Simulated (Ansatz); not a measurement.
## Calculated electric field gradients for Si₃N₄ at a changed volume

The cell is a structure deposited in the COD, relaxed with PBE at fixed cell and then changed (volume scaled by 1.04, ions relaxed).

Space group P6_3/m (No. 176); a = 7.6949, c = 2.9405 Å, γ = 120.00°.

```
site  Wyckoff  site symmetry       x       y       z
  Si       6h            m..  0.7696  0.1756  0.2500
  N7       6h            m..  0.0315  0.3301  0.2500
 N13       2d           -6..  0.3333  0.6667  0.7500
```

One atom of each set is listed.

Level of theory: DFT, PBE, plane waves and PAW, scalar-relativistic, 420 eV cutoff, Γ-centred 4×4×9 k-points, Fermi–Dirac smearing 0.02 eV (Ansatz 0.2.0).

Conventions: |V_zz| ≥ |V_yy| ≥ |V_xx|, η = (V_xx − V_yy)/V_zz, C_Q = eQV_zz/h.

N-14: I = 1, Q = 20.44 mb. Quadrupole moments are those of Pyykkö's year-2017 table.

Question: Which values are expected at the nuclei?

Answer: 

```csv
site,atoms,first shell,"V_xx, V_yy, V_zz (10²¹ V/m²)",η,C_Q (MHz)
Si,6,4 N at 1.75–1.76 Å,"-0.25, -0.70, 0.95",0.47,–
N7,6,3 Si at 1.75–1.76 Å,"2.49, 2.80, -5.29",0.06,-2.62
N13,2,3 Si at 1.75 Å,"2.63, 2.63, -5.26",0.00,-2.60
```

An axis of threefold or higher order runs through N13, so V_zz lies along it and η is zero. At N7 V_zz stands upright on the plane through its three neighbours (within 3°).

Si has no stable isotope with a ground-state quadrupole moment in the table, so no C_Q is given.

The relaxation (3 steps) took 13 s of wall time (13 s of CPU time) and 0.51 GiB at its peak, on 1 thread of AMD EPYC 9R45 (Zen 5) (x86_64; 16 cores open to the job, memory cap 3.0 GiB, no GPU), a shared host with a load of 0.3 a core.
